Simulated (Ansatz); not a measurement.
All numbers below come from Ansatz 0.2.0, DFT PBE, scalar-relativistic, plane waves, PAW. Cutoff 420 eV, Γ-centred meshes of about 0.25 Å⁻¹ or finer for metals and 0.3 Å⁻¹ for insulators (2π included), Gaussian smearing. No spin polarisation.

Relaxed structures of Hf₄C, with energies over the first row. Coordination counts Hf atoms around C (those within 1.25 times the shortest such distance or 1.15 times the sum of covalent radii).

```tsv
#	form	sites	V (Å³/atom)	coordination	ΔE (meV/atom)
1	P-3m1	Hf 2d, 2d; C 1a	18.9	C 6	0
2	R-3m	Hf 6c, 6c; C 3a	19.1	C 6	17
3	R-3m	Hf 6c, 6c; C 3a	19.1	C 6	31
4	P4/mmm	Hf 1d, 1c, 2g; C 1a	18.8	C 6	76
5	I4/mmm	Hf 4e, 4c; C 2a	19.3	C 6	81
```

A further structure, relaxed alike:

```xyz
5
Lattice="5.2350 0.0000 0.0000 0.0000 3.2699 0.0000 -0.0572 0.0000 5.5999" Properties=species:S:1:pos:R:3 pbc="T T T"
Hf    3.8764    0.0000    1.8154
Hf    1.3014    0.0000    3.7845
Hf    1.2883    1.6350    0.9123
Hf    3.8896    1.6350    4.6876
C     0.0000    0.0000    0.0000
```

Q: Where does it fall in the ranking, and at what energy?

A: It falls between rows 3 and 4, 59 meV/atom above row 1, with space group P2/m (No. 10) and 19.2 Å³/atom. Counting Hf atoms around C, this cell and row 1 both have C 6. Around Hf on its first site lie 1 C at 2.27 Å and 12 Hf at 3.18–3.31 Å; Hf on its second site has 2 C at 2.27 Å and 12 Hf at 3.16–3.30 Å; C has 6 Hf at 2.27 Å.

For metals, differences of a few meV/atom aren't resolved. These runs have no spin–orbit coupling, which can matter for Hf. With atoms moved at random, row 1 came back. Row 2, row 3, row 4, row 5 and the further cell had no clear such test and can be saddle points.
